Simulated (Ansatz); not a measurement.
## Na

```xyz
2
Lattice="3.7486 0.0000 0.0000 -1.8743 3.2464 0.0000 0.0000 0.0000 6.0915" Properties=species:S:1:pos:R:3 pbc="T T T"
Na    0.0000    2.1642    1.5229
Na    1.8743    1.0821    4.5686
```

Atom numbers follow the list: Na1, Na2.

The cell was built from the hcp type and relaxed in the same program, and has space group P6_3/mmc; it needn't be a known or the stable phase.

These are results of Ansatz 0.2.0, DFT, PBE, all-electron LAPW, scalar-relativistic, not measurements.

Settings: a Γ-centred 12×12×7 k mesh, Fermi–Dirac smearing of 0.08 eV, basis error target 0.25 meV/atom, no spin polarisation.

```
Pressure at this cell : 0.02 GPa
Volume per atom       : 250.1 bohr³
```

(1) Density of states at the Fermi level (0.2 eV bin): what does the calculation give?

(2) Band gap: what does the calculation give?

## Answers

(1) 1.03 states/eV per cell.

(2) none: bands cross the Fermi level, a metal.
